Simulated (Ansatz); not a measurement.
Set up this calculation in Ansatz 0.2.0, as the native input.

```yaml
Task: band structure
Functional: PBEsol
Potentials_or_basis: all-electron LAPW, relativistic spinors
Cutoff: 247 eV (chosen from the basis error)
Basis_error_allowed: 0.001 eV/atom
k_mesh: 6 × 6 × 6
Occupations: fermi-dirac, width 0.05 eV
Spin: spin-orbit coupling, no magnetisation
```

CdS (Hawleyite):

```xyz
2
Lattice="0.0000 2.9165 2.9165 2.9165 0.0000 2.9165 2.9165 2.9165 0.0000" Properties=species:S:1:pos:R:3 pbc="T T T"
Cd    0.0000    0.0000    0.0000
S     4.3748    4.3748    4.3748
```

One way to write it, as run:

input.yaml

```yaml
crystal:
  lattice:
    - [0.0, 2.9165, 2.9165]
    - [2.9165, 0.0, 2.9165]
    - [2.9165, 2.9165, 0.0]
  atoms:
    - { symbol: Cd, position: [0.0, 0.0, 0.0] }
    - { symbol: S, position: [0.75, 0.75, 0.75] }
kpoints:
  mp_grid: { grid: [6, 6, 6] }
  band_path:
    path:
      - [0.0, 0.0, 0.0]
      - [0.5, 0.0, 0.5]
      - [0.5, 0.25, 0.75]
      - [0.375, 0.375, 0.75]
      - [0.0, 0.0, 0.0]
      - [0.5, 0.5, 0.5]
      - [0.625, 0.25, 0.625]
      - [0.5, 0.25, 0.75]
    npoints: 8
scf:
  occupations: { method: fermi_dirac, width: 0.05 }
hamiltonian:
  xc: pbesol
  pseudopotentials: { kind: all_electron, lapw: { basis_error: 0.001 } }
magnetization:
  noncollinear: true
  spin_orbit: true
output:
  forces: true
  stress: true
  eigenvalues: true
```

Potentials or basis: all-electron LAPW, relativistic spinors.

Command:

```bash
$ ansatz run input.yaml --threads 1 --pin off --max-ram 3072MiB --backend cpu --events-out ev --progress --plain --runs-dir out
```

Results of the run:

- Pressure: -0.3 GPa
- Band gap on the k mesh: 0.99 eV, direct
- Band gap along the path: 0.99 eV, direct

Run time: 54 s on 1 thread of Arm Neoverse V2, on a shared host, peak memory 0.41 GiB.
